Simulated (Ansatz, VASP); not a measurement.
## Two plane-wave programs on PbS

```
Pb S
1.0
     2.05694   -3.56583    0.00000
     2.05694    3.56583    0.00000
     0.00000    0.00000    7.55994
Pb S
2 2
Direct
  0.00103 0.99897 0.48673
  0.99897 0.00103 0.98673
  0.66715 0.33285 0.69247
  0.33285 0.66715 0.19247
```

The cell comes from a database or a generator and needn't be the stable form of this composition.

Alike in both runs: task single point; functional PBE; k mesh 6 × 6 × 4; occupations gaussian, width 0.1 eV; no spin polarisation.

|  | VASP | Ansatz |
| --- | --- | --- |
| version | VASP 6.6.1 | Ansatz 0.2.0 |
| potentials or method | VASP PAW PBE potentials, release 64 (Pb_d, S) | scalar-relativistic, plane waves, PAW |
| plane-wave cutoff (eV) | 520 | 420 |
| valence electrons in the cell | 40 | 40 |

Ansatz gave:

| Property | Result |
| --- | --- |
| gap on the k mesh at the Fermi level (eV) | 0.51 |
| least direct gap on the mesh (eV) | 1.14 |
| pressure (GPa) | 1.0 |
| largest component of the traceless stress (GPa) | 0.08 |
| rms of the force components (eV/Å) | 0.034 |

Task: What did VASP give for the same quantities?

Result: gap on the k mesh at the Fermi level (eV): 0.51; least direct gap on the mesh (eV): 1.14; pressure (GPa): 0.9; largest component of the traceless stress (GPa): 0.08; rms of the force components (eV/Å): 0.035.

Atom by atom the forces differ by 0.001 eV/Å (rms over components). With one functional, cell and mesh, what is left measures potentials, basis and numerics.

Caveats: spin-orbit coupling is left out, which as a rule narrows the gap of such compounds by several tenths of an eV. A k mesh can miss the band edges.
